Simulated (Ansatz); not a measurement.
# Al$_{2}$Ru: the gap against volume

Al$_{2}$Ru, Fddd, a = 4.701 Å, b = 7.975 Å, c = 8.770 Å. The structure is a Materials Project entry; whether it is the stable form wasn't checked. Ansatz: PBEsol, PAW, 420 eV, Γ-centred 10×10×10 mesh on 6 atoms, Gaussian smearing 0.01 eV; no spin polarisation. Shape and atoms are relaxed at each volume; x = ln(V/V0) with V0 = 13.701 Å³/atom. The gap is read at the mesh points alone.

| x | gap y (eV) |
| --- | --- |
| -0.0619 | 0.106 |
| -0.0305 | 0.094 |
| 0.0000 | 0.084 |
| 0.0296 | ? |
| 0.0583 | 0.061 |

Problem. Fit a straight line to the other rows, give the volume deformation potential of the gap and its pressure coefficient, and predict the missing gap. B0 = 178.6 GPa.

Solution. Means x = -0.008525, y = 0.086250; Σ(Δx)² = 0.007870, ΣΔxΔy = -0.002931; the slope is their ratio. y = 0.08308 − 0.3724 x. The slope is the deformation potential a = dE_g/d ln V = -0.37 eV, and dE_g/dP = −a/B0 = 2.09 meV/GPa. At x = 0.0296 the fit asked for gives 0.072 eV. The run gave 0.073 eV, so the fit is 0.001 eV too low, within twice the rms miss on the fitted rows (0.0005 eV).

Semilocal functionals give gaps under the measured ones; changes of the gap mostly carry over better.